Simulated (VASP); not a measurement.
# TaS2 (P-3m1) in VASP: notebook, part 2 of 2

VASP 6.6.1. The steps go on from the part before.

## 3. Relaxation of cell and atoms, rev-vdW-DF2

This run uses another cell than the first one, of 19.11 Å³/atom, 1.007 times its volume.

Contents of INCAR:

```
PREC = Accurate ; ENCUT = 600
EDIFF = 1E-7 ; ISMEAR = 1
SIGMA = 0.1 ; LREAL = False
LASPH = True ; NELM = 80
ALGO = Normal ; ISIF = 3
LWAVE = False ; LCHARG = False
GGA = MK ; LUSE_VDW = True
AGGAC = 0.0 ; PARAM1 = 0.1234
PARAM2 = 0.711357 ; ZAB_VDW = -1.8867
IBRION = 2 ; NSW = 90
EDIFFG = -0.005
```

Contents of KPOINTS:

```
Automatic mesh
0
Gamma
  15 15 6
```

Contents of POSCAR:

```
TaS2                                    
1.0
    3.3494633529     -0.0000000000      0.0000000000
   -1.6747316765      2.9007203500     -0.0000000000
    0.0000000000     -0.0000000000      5.9020576838
  Ta              S             
     1     2
Direct
     0.0000000000000000    0.0000000000000000    0.0000000000000000
     0.3333333300000021    0.6666666699999979    0.2617728437029554
     0.6666666699999979    0.3333333300000021    0.7382271562970445
```

Potentials or basis: VASP PAW PBE potentials, release 64 (Ta_pv, S).

Run with:

```sh
$ cat potpaw_PBE.64/Ta_pv/POTCAR potpaw_PBE.64/S/POTCAR > POTCAR
$ mpirun -np 1 vasp_std > vasp.out
```

OUTCAR:

```text
PREC = Accurate
   ENCUT = 600
   EDIFF = 1E-7
   ISMEAR = 1
   LREAL = False
   LASPH = True
   NELM = 80
   ISIF = 3
   GGA = MK
   IBRION = 2
   NSW = 90
   EDIFFG = -0.005

 ion  position               nearest neighbor table
   1  0.000  0.000  0.000-   2 2.48   3 2.48   2 2.48   3 2.48   3 2.48   2 2.48
   2  0.333  0.667  0.262-   1 2.48   1 2.48   1 2.48
   3  0.667  0.333  0.738-   1 2.48   1 2.48   1 2.48

  LATTYP: Found a hexagonal cell.
 ALAT       =     3.3494633529
 C/A-ratio  =     1.7620905387

  Lattice vectors:

 A1 = (   3.3494633529,   0.0000000000,   0.0000000000)
 A2 = (  -1.6747316765,   2.9007203500,   0.0000000000)
 A3 = (   0.0000000000,   0.0000000000,   5.9020576838)

Analysis of symmetry for initial positions (statically):
=====================================================================
 Subroutine PRICEL returns:
 Original cell was already a primitive cell.

 Routine SETGRP: Setting up the symmetry group for a
 hexagonal supercell.

 Subroutine GETGRP returns: Found 12 space group operations
 (whereof 12 operations were pure point group operations)
 out of a pool of 24 trial point group operations.

The static configuration has the point symmetry D_3d.

Analysis of symmetry for dynamics (positions and initial velocities):
=====================================================================
 Subroutine PRICEL returns:
 Original cell was already a primitive cell.

 Routine SETGRP: Setting up the symmetry group for a
[... 241 lines left out ...]
 Free energy of the ion-electron system (eV)
  ---------------------------------------------------
  ext. energy  EPLUGINS =         0.00000000
  ---------------------------------------------------
  free energy    TOTEN  =       -18.39954269 eV

  energy without entropy =      -18.39910809  energy(sigma->0) =      -18.39939782

 E-fermi :   5.5151     XC(G=0): -10.6551

 val. band max:        5.5048004142   @ k =   0.0667   0.0000   0.0000
 cond. band min:       5.5180054533   @ k =   0.1333   0.1333   0.0000
 fundamental gap:      0.0132050391
 Fermi energy:         5.5150964898

 k-point     1 :       0.0000    0.0000    0.0000
  band No.  band energies     occupation
      1     -29.8026      2.00000
      2     -29.7927      2.00000
      3     -29.7927      2.00000
      4      -9.3834      2.00000
      5      -7.4631      2.00000
      6      -1.4490      2.00000
      7       1.7351      2.00000
      8       1.7351      2.00000
      9       4.2789      2.00000
     10       4.8885      2.00000
     11       4.8885      2.00000
     12       5.4935      1.35659
     13       5.6755     -0.04579
     14       5.6755     -0.04579
[... 401 lines left out ...]
      2     -29.9208      2.00000
      3     -29.7436      2.00000
      4      -7.4342      2.00000
      5      -7.1708      2.00000
      6      -0.7405      2.00000
      7       0.4109      2.00000
      8       1.2729      2.00000
      9       1.5306      2.00000
     10       1.7423      2.00000
     11       2.4401      2.00000
     12       6.1948     -0.00000
     13       7.7590      0.00000
     14       7.9444      0.00000
     15       9.3410      0.00000

 [... further k-points ...]

------------------------ aborting loop because EDIFF is reached ----------------------------------------

  FORCE on cell =-STRESS in cart. coord.  units (eV):
  Direction    XX          YY          ZZ          XY          YZ          ZX
  --------------------------------------------------------------------------------------
  -------------------------------------------------------------------------------------
  Total        0.0069315      0.0069315      0.0092121     -0.0000000     -0.0000000     -0.0000000
  in kB        0.1937053      0.1937053      0.2574397     -0.0000000     -0.0000000     -0.0000000
  external PRESSURE =       0.2149501 kB  Pullay stress =       0.0000000 kB
[... 22 lines left out ...]
  energy  without entropy=      -18.3991080938  energy(sigma->0) =      -18.39939782

Total vdW correction in eV:      2.8969058

 reached required accuracy - stopping structural energy minimisation
```

OSZICAR:

```text
N       E                     dE             d eps       ncg     rms          rms(c)
DAV:   1     0.170017619924E+03    0.17002E+03   -0.12653E+04  4380   0.155E+03
DAV:   2    -0.120820341630E+02   -0.18210E+03   -0.18021E+03  5521   0.345E+02
DAV:   3    -0.198919344242E+02   -0.78099E+01   -0.77238E+01  5983   0.660E+01
[... 24 lines left out ...]
DAV:   3    -0.183995431399E+02    0.11608E-05   -0.29709E-06  5137   0.119E-02    0.346E-03
DAV:   4    -0.183995429095E+02    0.23036E-06   -0.47902E-07  5422   0.552E-03    0.152E-03
DAV:   5    -0.183995428076E+02    0.10196E-06   -0.23595E-08  2645   0.142E-03    0.986E-04
DAV:   6    -0.183995426975E+02    0.11009E-06   -0.87906E-09  2624   0.766E-04    0.209E-04
DAV:   7    -0.183995426899E+02    0.75393E-08   -0.31180E-09  2554   0.490E-04
   3 F= -.18399543E+02 E0= -.18399398E+02  d E =-.297221E-05
```

CONTCAR:

```text
TaS2
   1.00000000000000
     3.3492770027560681    0.0000000000000032   -0.0000000000000000
    -1.6746385014280285    2.9005589660417979    0.0000000000000000
     0.0000000000000000    0.0000000000000000    5.9014958410608074
  Ta              S
     1     2
Direct
     0.0000000000000000    1.0000000000000000    0.0000000000000000
     0.3333333300000021    0.6666666699999979    0.2617373611765749
     0.6666666699999979    0.3333333300000021    0.7382626388234251

  0.00000000E+00  0.00000000E+00  0.00000000E+00
  0.00000000E+00  0.00000000E+00  0.00000000E+00
  0.00000000E+00  0.00000000E+00  0.00000000E+00
```

It took 5.1 min on 1 thread of Intel Xeon 6975P-C (Granite Rapids), shared host; peak memory 0.53 GiB.

What came out:

| Quantity | Value |
| --- | --- |
| Free energy | -18.3995 eV |
| Relaxed volume | 19.11 Å³/atom |
| Relaxed cell | a = 3.349 Å, b = 3.349 Å, c = 5.901 Å, α = 90.00°, β = 90.00°, γ = 120.00° |
| Space group after relaxing (to 0.05 Å) | P-3m1 (No. 164) |
| Energy gained by relaxing | 0.0 meV/atom |
| Ionic steps | 3 |
| Pressure after relaxing | 0.0 GPa |
| Band gap on the k mesh | none (metal or under the smearing width) |

Forces on the atoms (eV/Å):
```
Ta   0.000  0.000  0.000
S    0.000  0.000 -0.002
S    0.000  0.000  0.002
```

Final structure:
```
Ta S
1.0
     3.34928    0.00000    0.00000
    -1.67464    2.90056    0.00000
     0.00000    0.00000    5.90150
Ta S
1 2
Direct
  0.00000 0.00000 0.00000
  0.33333 0.66667 0.26174
  0.66667 0.33333 0.73826
```

Caveat: the PAW data sets were made with another functional, which shifts forces and pressure a little.

## 4. Relaxation of cell and atoms, PBE

Contents of INCAR:

```
SYSTEM = TaS2
ALGO = Normal
EDIFF = 1E-6
EDIFFG = -0.01
ENCUT = 600
GGA = PE
IBRION = 2
ISIF = 3
ISMEAR = 1
LASPH = .True.
LCHARG = .False.
LREAL = .False.
LWAVE = .False.
NELM = 80
NSW = 90
PREC = Accurate
SIGMA = 0.1
```

Contents of KPOINTS:

```
k-points
0
Gamma
  15 15 6
  0 0 0
```

Contents of POSCAR:

```
TaS2
1.0
    3.3500000000      0.0000000000      0.0000000000
   -1.6750000000      2.9011851000      0.0000000000
    0.0000000000      0.0000000000      5.8600000000
Ta S
1 2
Direct
    0.0000000000      0.0000000000      0.0000000000
    0.3333333300      0.6666666700      0.2500000000
    0.6666666700      0.3333333300      0.7500000000
```

Run with:

```sh
$ cat potpaw_PBE.64/Ta_pv/POTCAR potpaw_PBE.64/S/POTCAR > POTCAR
$ mpirun -np 1 vasp_std > vasp.out
```

It took 20 min on 1 thread of Intel Xeon Platinum 8488C (Sapphire Rapids), shared host; peak memory 0.32 GiB.

It converged, with:

* Free energy: -23.1621 eV
* Relaxed volume: 21.96 Å³/atom
* Relaxed cell: a = 3.377 Å, b = 3.377 Å, c = 6.668 Å, α = 90.00°, β = 90.00°, γ = 120.00°
* Space group after relaxing (to 0.05 Å): P-3m1 (No. 164)
* Energy gained by relaxing: 48.0 meV/atom
* Ionic steps: 34
* Pressure after relaxing: 0.0 GPa
* Band gap on the k mesh: none (metal or under the smearing width)

Forces in eV/Å, atoms in the order of the input:
```
Ta   0.000  0.000  0.000
S    0.000  0.000 -0.002
S    0.000  0.000  0.002
```

Stress tensor (GPa, compression positive):
```
-0.07  0.00  0.00
 0.00 -0.07  0.00
 0.00  0.00  0.07
```

Step by step:
```
step  energy change (eV)  largest force (eV/Å)  pressure (GPa)  volume (Å³)
   1              0.0000                1.2457            9.14        56.95
   2              0.2432                1.9097          -12.48        66.34
   3             -0.1149                0.0902           -0.58        60.12
   4             -0.1152                0.0447           -0.26        59.99
   5             -0.1151                0.0220           -0.12        59.93
   6             -0.1216                0.0826            0.12        59.83
   7             -0.1234                0.1406            0.34        59.73
   8             -0.1260                0.1461            0.18        60.08
   9             -0.1320                0.1609           -0.25        61.11
  10             -0.1383                0.1803           -0.92        63.19
  11             -0.1400                0.1118           -0.49        63.21
  12             -0.1413                0.0022            0.21        63.25
  13             -0.1413                0.0178            0.30        63.25
  14             -0.1415                0.0225            0.33        63.36
  15             -0.1420                0.0334            0.35        63.67
  16             -0.1428                0.0602            0.44        64.29
  17             -0.1432                0.0471           -0.26        64.84
  18             -0.1433                0.0192           -0.09        64.70
  19             -0.1433                0.0172           -0.09        64.69
  20             -0.1431                0.0215            0.18        64.49
  21             -0.1433                0.0160           -0.06        64.68
  22             -0.1433                0.0031            0.04        64.64
  23             -0.1433                0.0008            0.06        64.63
  24             -0.1433                0.0060            0.06        64.64
  25             -0.1433                0.0195            0.04        64.69
  26             -0.1434                0.0210            0.03        64.72
  27             -0.1434                0.0245           -0.01        64.82
  28             -0.1435                0.0334           -0.10        65.03
  29             -0.1436                0.0488           -0.26        65.44
  30             -0.1436                0.0472           -0.24        65.45
  31             -0.1436                0.0443           -0.24        65.48
  32             -0.1437                0.0382           -0.21        65.54
  33             -0.1438                0.0259           -0.15        65.65
  34             -0.1439                0.0023           -0.02        65.87
```

Final structure:
```xyz
3
Lattice="3.3774 0.0000 0.0000 -1.6887 2.9249 0.0000 0.0000 0.0000 6.6685" Properties=species:S:1:pos:R:3 pbc="T T T"
Ta   -1.6887    2.9249    0.0000
S     0.0000    1.9499    1.5346
S     1.6887    0.9750    5.1339
```

Levels at points of the mesh, in eV from the Fermi level:
```csv
k point,band 8,band 9,band 10,band 11,band 12,band 13,band 14,band 15
"(0.00, 0.00, 0.00)",-3.82,-2.01,-0.75,-0.75,0.12,0.12,0.14,3.90
"(0.00, 0.00, 0.50)",-3.81,-3.11,-0.78,-0.78,0.12,0.12,0.76,4.00
```

Caveat: the volume moved by over 15 % at a fixed basis, so the end points are rough; this functional lacks dispersion, which binds the layers, so the pressure and a relaxed spacing across them are unreliable, and here the layers came unbound; the volume moved by +16 % from the deposited cell, more than functionals usually miss. PBE usually gives volumes a little too large and moduli too small.

## 5. Relaxation of cell and atoms, PBE

This run uses another cell than the first one, of 21.96 Å³/atom, 1.157 times its volume.

Edit INCAR of step 4 so:

```diff
@@ -2,4 +2,4 @@
 ALGO = Normal
-EDIFF = 1E-6
-EDIFFG = -0.01
+EDIFF = 1E-7
+EDIFFG = -0.005
 ENCUT = 600
```

KPOINTS is that of step 4.

Contents of POSCAR:

```
TaS2                                    
1.0
    3.3773755184      0.0000000000      0.0000000000
   -1.6886877592      2.9248929943      0.0000000000
   -0.0000000000      0.0000000000      6.6684791051
  Ta              S             
     1     2
Direct
     0.0000000000000000    1.0000000000000000    0.0000000000000000
     0.3333333300000021    0.6666666699999979    0.2301270699553759
     0.6666666699999979    0.3333333300000021    0.7698729300446239
```

Run with:

```sh
$ cat potpaw_PBE.64/Ta_pv/POTCAR potpaw_PBE.64/S/POTCAR > POTCAR
$ mpirun -np 1 vasp_std > vasp.out
```

Wall time 19 min (1 thread of Intel Xeon Platinum 8488C (Sapphire Rapids), shared host); peak memory 0.35 GiB.

It converged, with:

```
Free energy                            : -23.1643 eV
Relaxed volume                         : 22.23 Å³/atom
Relaxed cell                           : a = 3.376 Å, b = 3.376 Å, c = 6.758 Å, α = 90.00°, β = 90.00°, γ = 120.00°
Space group after relaxing (to 0.05 Å) : P-3m1 (No. 164)
Energy gained by relaxing              : 0.1 meV/atom
Ionic steps                            : 24
Pressure after relaxing                : 0.0 GPa
Band gap on the k mesh                 : none (metal or under the smearing width)
```

The path:
```csv
step,energy change (eV),largest force (eV/Å),pressure (GPa),volume (Å³)
1,0.0000,0.0027,-0.04,65.87
2,0.0000,0.0044,0.06,65.82
3,0.0000,0.0034,0.05,65.83
4,0.0000,0.0114,0.00,65.85
5,0.0000,0.0063,0.01,65.85
6,0.0000,0.0067,0.00,65.86
7,0.0000,0.0078,-0.02,65.91
8,0.0000,0.0100,-0.07,66.01
9,0.0000,0.0095,-0.06,66.01
10,-0.0001,0.0086,-0.06,66.01
11,-0.0001,0.0067,-0.06,66.03
12,-0.0001,0.0031,-0.04,66.05
13,-0.0001,0.0042,-0.01,66.10
14,-0.0001,0.0188,0.05,66.19
15,-0.0001,0.0115,0.02,66.14
16,-0.0001,0.0110,0.02,66.17
17,-0.0001,0.0095,0.02,66.27
18,-0.0002,0.0072,0.03,66.45
19,-0.0002,0.0031,0.04,66.81
20,-0.0002,0.0045,0.04,66.71
21,-0.0002,0.0051,0.04,66.65
22,-0.0002,0.0048,0.04,66.68
23,-0.0002,0.0080,-0.05,66.73
24,-0.0002,0.0001,0.01,66.69
```

Final structure:
```xyz
3
Lattice="3.3758 0.0000 0.0000 -1.6879 2.9235 0.0000 0.0000 0.0000 6.7578" Properties=species:S:1:pos:R:3 pbc="T T T"
Ta    0.0000    0.0000    0.0000
S     0.0000    1.9490    1.5352
S     1.6879    0.9745    5.2226
```

Levels at points of the mesh, in eV from the Fermi level:
```csv
k point,band 9,band 10,band 11,band 12,band 13,band 14
"(0.00, 0.00, 0.00)",-2.07,-0.74,-0.74,0.13,0.13,0.15
"(0.00, 0.00, 0.50)",-3.06,-0.77,-0.77,0.12,0.12,0.74
```

Caveat: this functional lacks dispersion, which binds the layers, so the pressure and a relaxed spacing across them are unreliable.
